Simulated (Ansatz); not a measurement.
**A strain series on CaO (rocksalt): epitaxial in the xy plane**

CaO built on the rocksalt prototype, relaxed with r2SCAN in the plane-wave code Ansatz, then strained (epitaxial in the xy plane; changes of length per length, axes as in the cell below) with the atoms relaxed again within the symmetry that is left. Space group Fm-3m (No. 225), cubic; a = 4.795 Å in the conventional setting, 13.78 Å³ an atom. Ca has 6 O at 2.40 Å; O has 6 Ca at 2.40 Å. Calculated for a static, non-magnetic cell.

```
CELL_PARAMETERS angstrom
0.00000 2.39755 2.39755
2.39755 0.00000 2.39755
2.39755 2.39755 0.00000
ATOMIC_POSITIONS crystal
Ca 0.00000 0.00000 0.00000
O 0.50000 0.50000 0.50000
```

Gaps are the least over each mesh (PBE 10×10×10, r2SCAN 10×10×10, HSE06 6×6×6 when unstrained) and the special points, which keep their unstrained names; stress is the change from the unstrained cell, compression positive.

| strain (%) | free normal strain (%) | gap, PBE (eV) | gap, r2SCAN (eV) | gap, HSE06 (eV) | edges, HSE06 | in-plane stress, r2SCAN (GPa) | energy rise, r2SCAN (meV/atom) |
| --- | --- | --- | --- | --- | --- | --- | --- |
| -3.45 | +1.92 | 3.541 | 4.084 | 5.220 | Γ → X | +11.33 | 30.7 |
| 0.0 | 0.00 | 3.653 | 4.199 | 5.312 | Γ → X | 0.00 | 0.0 |
| +1.5 | -0.75 | 3.577 | 4.118 | 5.238 | Γ → X | -3.53 | 4.8 |
| +4.0 | -1.89 | 3.463 | 3.997 | 5.126 | Γ → X | -7.99 | 30.6 |
| +5.67 | -2.62 | 3.394 | 3.923 | 5.059 | Γ → X | -10.14 | 57.5 |

Question: Estimate the row for a strain of -0.65 %.

Answer:

| strain (%) | free normal strain (%) | gap, PBE (eV) | gap, r2SCAN (eV) | gap, HSE06 (eV) | edges, HSE06 | in-plane stress, r2SCAN (GPa) | energy rise, r2SCAN (meV/atom) |
| --- | --- | --- | --- | --- | --- | --- | --- |
| -0.65 | +0.33 | 3.632 | 4.178 | 5.295 | Γ → X | +1.77 | 1.0 |

Between zero and the nearest strains the slope of the HSE06 gap against strain is +0.027 eV per percent for negative and -0.050 for positive strain; it falls either way, as happens when edge states split or other valleys take over.

The meshes of the hybrids are coarse, so their gaps aren't converged to the digits shown.
